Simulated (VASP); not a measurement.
La2O3, 5 atoms in the cell. The structure is trigonal, space group P-3m1 (No. 164). Conventional cell: a = 3.931 Å, b = 3.931 Å, c = 6.112 Å, α = 90.00°, β = 90.00°, γ = 120.00°. La (site symmetry 3m) is surrounded by 4 O at 2.36 to 2.44 Å. O (site symmetry 3m) has 4 La at 2.36 to 2.44 Å as nearest neighbours. Around O (site symmetry -3m) lie 6 La at 2.72 Å. The cell is a database's computed one.

* Program: VASP 6.6.1
* Task: relaxation of cell and atoms
* Functional: PBE
* Potentials or basis: VASP PAW PBE potentials, release 64 (La, O)
* Cutoff: 600 eV
* k mesh: 9 × 9 × 5
* Occupations: gaussian, width 0.03 eV
* Spin: no spin polarisation
* Further INCAR settings: ALGO = Normal; EDIFF = 1e-06; IBRION = 2; EDIFFG = -0.01; NSW = 90; ISIF = 3

Potentials or basis: VASP PAW PBE potentials, release 64 (La, O).

Launch:

```sh
$ cat potpaw_PBE.64/La/POTCAR potpaw_PBE.64/O/POTCAR > POTCAR
$ mpirun -np 1 vasp_std > vasp.out
```

Hardware: 1 thread of Intel(R) Xeon(R) 6975P-C (Granite Rapids), on a shared host.

Q: How long does it take, and how much memory?

A: It took 5.2 min on 1 thread of Intel(R) Xeon(R) 6975P-C (Granite Rapids) (shared host), peak memory 0.3 GiB. Counts: scf iterations 69, k points 50, ion steps 9.
